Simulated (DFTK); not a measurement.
Co:

```
Co
1.0
     2.47200    0.00000    0.00000
    -1.23600    2.14081    0.00000
     0.00000    0.00000    4.02114
Co
2
Direct
  0.66667 0.33333 0.75000
  0.33333 0.66667 0.25000
```

Base run:

```yaml
Program: DFTK 0.8.2
Functional: PBEsol
Potentials_or_basis: dojo.nc.sr.pbesol.v0_4_1.standard.upf (PBEsol)
Cutoff: 1306 eV
k_mesh: 12 × 12 × 7
Occupations: fermi-dirac, width 0.05 eV
Spin: collinear spin, ferromagnetic start
Starting_moments: "[2.0, 2.0] μB"
```

Its results: band gap on the k mesh none (metal or under the smearing width); net moment 3.21 μB per cell; site moments Co +1.60 μB.

Problem. The run is repeated on the same cell with these changes: potentials or basis from dojo.nc.sr.pbesol.v0_4_1.standard.upf (PBEsol) to SPMS 1.0 (PBE); cutoff from 1306 eV to 1225 eV; k mesh from 12 × 12 × 7 to 9 × 9 × 5. What comes out?

Solution. Band gap on the k mesh none (metal or under the smearing width); net moment 3.06 μB per cell; site moments Co +1.53 μB.
